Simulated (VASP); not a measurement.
The system is Cl2, in a box.

```xyz
2
Lattice="12.0000 0.0000 0.0000 0.0000 12.5000 0.0000 0.0000 0.0000 13.0000" Properties=species:S:1:pos:R:3 pbc="T T T"
Cl    5.4000    5.8750    5.5032
Cl    5.4000    5.8750    7.4968
```

Base run:

```yaml
Program: VASP 6.6.1
Functional: PBEsol
Potentials_or_basis: VASP PAW PBE potentials, release 64 (Cl)
Cutoff: 450 eV
k_mesh: 1 × 1 × 1
Occupations: gaussian, width 0.01 eV
Spin: no spin polarisation
```

Its results: gap between the frontier levels 3.03 eV; largest force 0.262 eV/Å.

Problem. The run is repeated on the same cell with these changes: functional from PBEsol to HSE06. What comes out?

Solution. Gap between the frontier levels 4.79 eV; largest force 0.559 eV/Å.

HSE06 gives the wider gap, since exact exchange removes part of the self-interaction.

Caveats: the PAW data sets were made with another functional, which shifts forces and pressure a little.

A k mesh can miss the band edges.

Not every run made on this cell is shown here.
